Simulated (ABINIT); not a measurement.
## BaS (Fm-3m): G0W0 in ABINIT against the screening cutoff in the self-energy

Aim: move the screening cutoff in the self-energy of a G0W0 run on BaS (Fm-3m) over a wide range.

Method: LDA and many-body steps on it, plane waves, in ABINIT 10.8.3.

**1. The structure**

The structure is cubic, space group Fm-3m (No. 225). The conventional cell has a = 6.388 Å, b = 6.388 Å, c = 6.388 Å, α = 90.00°, β = 90.00°, γ = 90.00°. Nearest to Ba lie 6 S at 3.19 Å. S has 6 Ba at 3.19 Å nearest. Farther neighbours and most contacts between anions are not listed.

The cell and positions come from the Crystallography Open Database and are kept as given unless a step says otherwise. Spin-orbit coupling is left out unless a step names it.

**2. Screening, 4×4×4 mesh, 113 bands, screening to 176.9 eV**

This step: ABINIT 10.8.3; RPA screening on LDA, plane waves, norm-conserving pseudopotentials.

The RPA dielectric matrix is built and inverted for each q.

run.abi

```
acell 3*1.0 Angstrom
rprim 
  0.000000000000 3.193750000000 3.193750000000
  3.193750000000 0.000000000000 3.193750000000
  3.193750000000 3.193750000000 0.000000000000
ntypat 2
znucl 56 16
natom 2
typat 1 2
xred 
  0.000000000000 0.000000000000 0.000000000000
  0.500000000000 0.500000000000 0.500000000000
pp_dirpath "pseudos"
pseudos "Ba.upf, S.upf"
ecut 21
ngkpt 4 4 4
nshiftk 1
shiftk 0 0 0
kptopt 1
chksymbreak 0
istwfk *1
occopt 1
irdwfk 1
optdriver 3
nband 113
ecuteps 6.5
inclvkb 2
awtr 1
symchi 1
indata_prefix "in"
outdata_prefix "out"
tmpdata_prefix "tmp"
```

Launch:

```sh
OMP_NUM_THREADS=1 mpirun -n 4 abinit run.abi > log
```

Output:

```text
.Version 10.8.3 of ABINIT. v10.8.2 released Aug 2026.

 Symmetries : space group Fm -3 m (#225); Bravais cF (face-center cubic)
[... echo of the input left out ...]
== DATASET  1 ==================================================================
-   mpi_nproc: 4, omp_nthreads: 1 (-1 if OMP is not activated)

--- !DatasetInfo
iteration_state: {dtset: 1, }
dimensions: {natom: 2, nkpt: 8, mband: 113, nsppol: 1, nspinor: 1, nspden: 1, mpw: 2085, }
cutoff_energies: {ecut:  21.0, pawecutdg:  -1.0, }
electrons: {nelect:   1.60000000E+01, charge:   0.00000000E+00, occopt:   1.00000000E+00, tsmear:   1.00000000E-02, }

 SCREENING: Calculation of the susceptibility and dielectric matrices

 Based on a program developped by R.W. Godby, V. Olevano, G. Onida, and L. Reining.
 Incorporated in ABINIT by V. Olevano, G.-M. Rignanese, and M. Torrent.
.Using double precision arithmetic ; gwpc =  8

[... cell and pseudopotentials left out ...]
--------------------------------------------------------------------------------

 ==== K-mesh for the wavefunctions ====
 Number of points in the irreducible wedge :     8
[... list of points left out ...]
 Together with 48 symmetry operations and time-reversal symmetry
 yields    64 points in the full Brillouin Zone.

 ==== Q-mesh for the screening function ====
 Number of points in the irreducible wedge :     8
[... list of points left out ...]
 Together with 48 symmetry operations and time-reversal symmetry
 yields    64 points in the full Brillouin Zone.

 setmesh: FFT mesh size selected  =    27x   27x   27
          total number of points  =        19683

 vcoul_init : cutoff-mode = AUXILIARY_FUNCTION
 q-points for optical limit:   1
     1)      0.000010    0.000020    0.000030

- screening: taking advantage of time-reversal symmetry
- Maximum band index for partially occupied states nbvw = 8
- Remaining bands to be divided among processors   nbcw = 105
- Number of bands treated by each node ~26

 Number of electrons calculated from density =   16.0000; Expected =   16.0000
 average of density, n =  0.036391
 r_s =    1.8720
 omega_plasma =   18.4014 [eV]

 calculating chi0 at frequencies [eV] :
  1    0.000000E+00    0.000000E+00
  2    0.000000E+00    1.840140E+01

--------------------------------------------------------------------------------
  q-point number  1        q = ( 0.000000, 0.000000, 0.000000) [r.l.u.]
--------------------------------------------------------------------------------
[... chi0 elements left out ...]
 For q-point:  0.000010 0.000020 0.000030
  dielectric constant =   5.1331
  dielectric constant without local fields =   6.0244

  Average fulfillment of the sum rule on Im[epsilon] for q-point    1 :     85.46  [%]
[... wings left out ...]
  q-point number  2        q = ( 0.250000, 0.000000, 0.000000) [r.l.u.]
--------------------------------------------------------------------------------
[... chi0 elements left out ...]
  Average fulfillment of the sum rule on Im[epsilon] for q-point    2 :     94.52  [%]

 [... 6 further q-points ...]
```

Elapsed: 20 s, on 4 MPI ranks of Arm Neoverse V2, shared host; peak memory 0.69 GiB.

This step gave:

```
ε∞ with local fields, on this mesh, along the program's q direction : 5.133
the same without local fields                                       : 6.024
plasma frequency                                                    : 18.40 eV
plane waves in the screening matrix                                 : 331
```

Local fields lower ε∞ by 15 %.

**3. 0.7 Ha**

This step: G0W0 on LDA, plane waves, norm-conserving pseudopotentials.

Edit run.abi of step 2 so:

```diff
@@ -23,8 +23,17 @@
 irdwfk 1
-optdriver 3
+optdriver 4
 nband 113
-ecuteps 6.5
-inclvkb 2
-awtr 1
-symchi 1
+gwcalctyp 0
+ecutsigx 21
+symsigma 1
+nkptgw 2
+kptgw 
+  0.0000000000 0.0000000000 0.0000000000
+  0.5000000000 0.5000000000 0.0000000000
+bdgw 
+  6 12
+  7 10
+ecuteps 0.7
+irdscr 1
+ppmodel 1
 indata_prefix "in"
```

Output:

```text
.Version 10.8.3 of ABINIT. v10.8.2 released Aug 2026.

 Symmetries : space group Fm -3 m (#225); Bravais cF (face-center cubic)
[... echo of the input left out ...]
== DATASET  1 ==================================================================
-   mpi_nproc: 4, omp_nthreads: 1 (-1 if OMP is not activated)

--- !DatasetInfo
iteration_state: {dtset: 1, }
dimensions: {natom: 2, nkpt: 8, mband: 113, nsppol: 1, nspinor: 1, nspden: 1, mpw: 2085, }
cutoff_energies: {ecut:  21.0, pawecutdg:  -1.0, }
electrons: {nelect:   1.60000000E+01, charge:   0.00000000E+00, occopt:   1.00000000E+00, tsmear:   1.00000000E-02, }

 SIGMA: Calculation of the GW corrections

 Based on a program developped by R.W. Godby, V. Olevano, G. Onida, and L. Reining.
 Incorporated in ABINIT by V. Olevano, G.-M. Rignanese, and M. Torrent.
.Using double precision arithmetic ; gwpc =  8

[... cell and pseudopotentials left out ...]
--------------------------------------------------------------------------------

 ==== K-mesh for the wavefunctions ====
 Number of points in the irreducible wedge :     8
[... list of points left out ...]
 Together with 48 symmetry operations and time-reversal symmetry
 yields    64 points in the full Brillouin Zone.

 ==== Q-mesh for screening function ====
 Number of points in the irreducible wedge :     8
[... list of points left out ...]
 Together with 48 symmetry operations and time-reversal symmetry
 yields    64 points in the full Brillouin Zone.

 vcoul_init : cutoff-mode = AUXILIARY_FUNCTION
 q-points for optical limit:   1
     1)      0.000010    0.000020    0.000030
 setmesh: FFT mesh size selected  =    36x   36x   36
          total number of points  =        46656

 Number of electrons calculated from density =   16.0000; Expected =   16.0000
 average of density, n =  0.036391
 r_s =    1.8720
 omega_plasma =   18.4014 [eV]

 === KS Band Gaps ===
  >>>> For spin  1
   Minimum direct gap =   2.0788 [eV], located at k-point      :   0.5000  0.5000  0.0000
   Fundamental gap    =   1.9480 [eV], Top of valence bands at :   0.0000  0.0000  0.0000
                                       Bottom of conduction at :   0.5000  0.5000  0.0000
 SIGMA fundamental parameters:
 PLASMON POLE MODEL  1
 number of plane-waves for SigmaX                 2085
 number of plane-waves for SigmaC and W             15
 number of plane-waves for wavefunctions          2085
 number of bands                                   113
 number of independent spin polarizations            1
 number of spinorial components                      1
 number of k-points in IBZ                           8
 number of q-points in IBZ                           8
 number of symmetry operations                      48
 number of k-points in BZ                           64
 number of q-points in BZ                           64
 number of frequencies for dSigma/dE                 9
 frequency step for dSigma/dE [eV]                0.25
 number of omega for Sigma on real axis              0
 max omega for Sigma on real axis  [eV]           0.00
 zcut for avoiding poles [eV]                     0.10

 EPSILON^-1 parameters (SCR file):
 dimension of the eps^-1 matrix on file            331
 dimension of the eps^-1 matrix used                15
 number of plane-waves for wavefunctions          2085
 number of bands                                   113
 number of q-points in IBZ                           8
 number of frequencies                               2
 number of real frequencies                          1
 number of imag frequencies                          1

 matrix elements of self-energy operator (all in [eV])

 Perturbative Calculation

--- !SelfEnergy_ee
iteration_state: {dtset: 1, }
kpoint     : [   0.000,    0.000,    0.000, ]
spin       : 1
KS_gap     :    3.322
QP_gap     :    4.539
Delta_QP_KS:    1.217
data: !SigmaeeData |
     Band     E0 <VxcDFT>   SigX SigC(E0)      Z dSigC/dE  Sig(E)    E-E0       E
        6   3.496 -12.514 -15.654   2.440   0.799  -0.251 -13.073  -0.559   2.938
        7   3.496 -12.514 -15.654   2.440   0.799  -0.251 -13.073  -0.559   2.938
        8   3.496 -12.514 -15.654   2.440   0.799  -0.251 -13.073  -0.559   2.938
        9   6.819  -8.443  -4.101  -3.547   0.827  -0.208  -7.785   0.658   7.477
       10   7.243  -9.197  -4.489  -3.507   0.826  -0.210  -8.205   0.993   8.236
       11   7.243  -9.197  -4.489  -3.507   0.826  -0.210  -8.205   0.993   8.236
       12   7.243  -9.197  -4.489  -3.507   0.826  -0.210  -8.205   0.993   8.236

--- !SelfEnergy_ee
iteration_state: {dtset: 1, }
kpoint     : [   0.500,    0.500,    0.000, ]
spin       : 1
KS_gap     :    2.079
QP_gap     :    3.405
Delta_QP_KS:    1.327
data: !SigmaeeData |
     Band     E0 <VxcDFT>   SigX SigC(E0)      Z dSigC/dE  Sig(E)    E-E0       E
        7   3.366 -12.450 -15.646   2.466   0.798  -0.252 -13.032  -0.582   2.783
        8   3.366 -12.450 -15.646   2.466   0.798  -0.252 -13.032  -0.582   2.783
        9   5.444  -8.311  -4.177  -3.235   0.828  -0.207  -7.566   0.744   6.189
       10   9.358 -10.044  -4.958  -3.712   0.824  -0.214  -8.912   1.133  10.490

== END DATASET(S) ==============================================================
================================================================================

 -outvars: echo values of variables after computation  --------
           etotal      0.0000000000E+00
            nband         113
             nkpt           8
          spgroup         225
 [... the other variables as echoed above ...]

 Calculation completed.
```

Run time: 2.6 s. Hardware: 4 MPI ranks; peak memory 0.14 GiB; 9.9 s of CPU time.

This step gave:

- G0W0 gap on the points computed: 3.251 eV
- starting gap on the mesh: 1.948 eV
- k of the valence top: 0, 0, 0
- k of the conduction bottom: 0.5, 0.5, 0
- Z at the valence top: 0.799
- Z at the conduction bottom: 0.828
- least direct G0W0 gap on the computed points: 3.406 eV

**4. 1.3 Ha**

Edit run.abi of step 3 so:

```diff
@@ -35,3 +35,3 @@
   7 10
-ecuteps 0.7
+ecuteps 1.3
 irdscr 1
```

Output:

```text
.Version 10.8.3 of ABINIT. v10.8.2 released Aug 2026.

 Symmetries : space group Fm -3 m (#225); Bravais cF (face-center cubic)
[... echo of the input left out ...]
== DATASET  1 ==================================================================
-   mpi_nproc: 4, omp_nthreads: 1 (-1 if OMP is not activated)

--- !DatasetInfo
iteration_state: {dtset: 1, }
dimensions: {natom: 2, nkpt: 8, mband: 113, nsppol: 1, nspinor: 1, nspden: 1, mpw: 2085, }
cutoff_energies: {ecut:  21.0, pawecutdg:  -1.0, }
electrons: {nelect:   1.60000000E+01, charge:   0.00000000E+00, occopt:   1.00000000E+00, tsmear:   1.00000000E-02, }

 SIGMA: Calculation of the GW corrections

 Based on a program developped by R.W. Godby, V. Olevano, G. Onida, and L. Reining.
 Incorporated in ABINIT by V. Olevano, G.-M. Rignanese, and M. Torrent.
.Using double precision arithmetic ; gwpc =  8

[... cell and pseudopotentials left out ...]
--------------------------------------------------------------------------------

 ==== K-mesh for the wavefunctions ====
 Number of points in the irreducible wedge :     8
[... list of points left out ...]
 Together with 48 symmetry operations and time-reversal symmetry
 yields    64 points in the full Brillouin Zone.

 ==== Q-mesh for screening function ====
 Number of points in the irreducible wedge :     8
[... list of points left out ...]
 Together with 48 symmetry operations and time-reversal symmetry
 yields    64 points in the full Brillouin Zone.

 vcoul_init : cutoff-mode = AUXILIARY_FUNCTION
 q-points for optical limit:   1
     1)      0.000010    0.000020    0.000030
 setmesh: FFT mesh size selected  =    36x   36x   36
          total number of points  =        46656

 Number of electrons calculated from density =   16.0000; Expected =   16.0000
[...]
number of omega for Sigma on real axis              0
 max omega for Sigma on real axis  [eV]           0.00
 zcut for avoiding poles [eV]                     0.10

 EPSILON^-1 parameters (SCR file):
 dimension of the eps^-1 matrix on file            331
 dimension of the eps^-1 matrix used                27
 number of plane-waves for wavefunctions          2085
 number of bands                                   113
 number of q-points in IBZ                           8
 number of frequencies                               2
 number of real frequencies                          1
 number of imag frequencies                          1

 matrix elements of self-energy operator (all in [eV])

 Perturbative Calculation

--- !SelfEnergy_ee
iteration_state: {dtset: 1, }
kpoint     : [   0.000,    0.000,    0.000, ]
spin       : 1
KS_gap     :    3.322
QP_gap     :    4.535
Delta_QP_KS:    1.213
data: !SigmaeeData |
     Band     E0 <VxcDFT>   SigX SigC(E0)      Z dSigC/dE  Sig(E)    E-E0       E
        6   3.496 -12.514 -15.654   2.346   0.790  -0.266 -13.141  -0.627   2.869
        7   3.496 -12.514 -15.654   2.346   0.790  -0.266 -13.141  -0.627   2.869
        8   3.496 -12.514 -15.654   2.346   0.790  -0.266 -13.141  -0.627   2.869
[...]
--- !SelfEnergy_ee
iteration_state: {dtset: 1, }
kpoint     : [   0.500,    0.500,    0.000, ]
spin       : 1
KS_gap     :    2.079
QP_gap     :    3.376
Delta_QP_KS:    1.297
data: !SigmaeeData |
     Band     E0 <VxcDFT>   SigX SigC(E0)      Z dSigC/dE  Sig(E)    E-E0       E
[...]
9   5.444  -8.311  -4.177  -3.345   0.825  -0.212  -7.660   0.651   6.096
       10   9.358 -10.044  -4.958  -3.856   0.819  -0.221  -9.037   1.008  10.365

== END DATASET(S) ==============================================================
================================================================================

 -outvars: echo values of variables after computation  --------
           etotal      0.0000000000E+00
            nband         113
             nkpt           8
          spgroup         225
 [... the other variables as echoed above ...]

 Calculation completed.
```

Wall time 2.6 s (4 MPI ranks); peak memory 0.14 GiB; 10 s of CPU time.

This step gave:

| Property | Result |
| --- | --- |
| G0W0 gap on the points computed | 3.227 eV |
| starting gap on the mesh | 1.948 eV |
| k of the valence top | 0, 0, 0 |
| k of the conduction bottom | 0.5, 0.5, 0 |
| Z at the valence top | 0.79 |
| Z at the conduction bottom | 0.825 |
| least direct G0W0 gap on the computed points | 3.376 eV |

**5. 2.3 Ha**

The self-energy is evaluated for the states that the input lists, and the levels follow from it, in one-shot runs by the linearised quasiparticle equation.

Edit run.abi of step 4 so:

```diff
@@ -35,3 +35,3 @@
   7 10
-ecuteps 1.3
+ecuteps 2.3
 irdscr 1
```

Output:

```text
.Version 10.8.3 of ABINIT. v10.8.2 released Aug 2026.

 Symmetries : space group Fm -3 m (#225); Bravais cF (face-center cubic)
[... echo of the input left out ...]
== DATASET  1 ==================================================================
-   mpi_nproc: 4, omp_nthreads: 1 (-1 if OMP is not activated)

--- !DatasetInfo
iteration_state: {dtset: 1, }
dimensions: {natom: 2, nkpt: 8, mband: 113, nsppol: 1, nspinor: 1, nspden: 1, mpw: 2085, }
cutoff_energies: {ecut:  21.0, pawecutdg:  -1.0, }
[...]
Band     E0 <VxcDFT>   SigX SigC(E0)      Z dSigC/dE  Sig(E)    E-E0       E
[...]
9   5.444  -8.311  -4.177  -3.393   0.823  -0.216  -7.701   0.610   6.054
       10   9.358 -10.044  -4.958  -4.008   0.813  -0.230  -9.167   0.877  10.235

== END DATASET(S) ==============================================================
================================================================================

 -outvars: echo values of variables after computation  --------
           etotal      0.0000000000E+00
            nband         113
             nkpt           8
          spgroup         225
 [... the other variables as echoed above ...]

 Calculation completed.
```

It took 3 s on 4 MPI ranks; peak memory 0.32 GiB.

This step gave:

```yaml
g0w0_gap_on_the_points_computed: 3.35 eV
starting_gap_on_the_mesh: 1.948 eV
k_of_the_valence_top: 0, 0, 0
k_of_the_conduction_bottom: 0.5, 0.5, 0
least_direct_g0w0_gap_on_the_computed_points: 3.495 eV
```

The gap on the mesh goes from 1.95 eV to 3.35 eV, a correction of +1.40 eV.

(Part 1 of 2 ends here.)

[Paths, hosts, dates, memory and timing lines, banners, echoed tables and standing remarks are left out of the program output.]

[Logs are printed without paths, hosts, clocks, repeated set-up lines and the standing remarks that a program may print on its own settings, such as how far it seeks lower states.]

[Runs of the session that timed out or met a known fault of the program may be left out.]

[Hosts, paths, dates, database ids (printed as entryN), source tags and the programs' standing remarks are cut or masked in the printed files.]

[G0W0 gaps are taken among the corrected bands and points alone; a level outside them can change the order at an edge.]

[Where Ansatz stands beside ABINIT at settings called matched, ABINIT's density can come from a denser mesh and the files from another edition; pairs whose starting gaps differed by over 0.03 eV were left out, so agreement reads better than it is.]
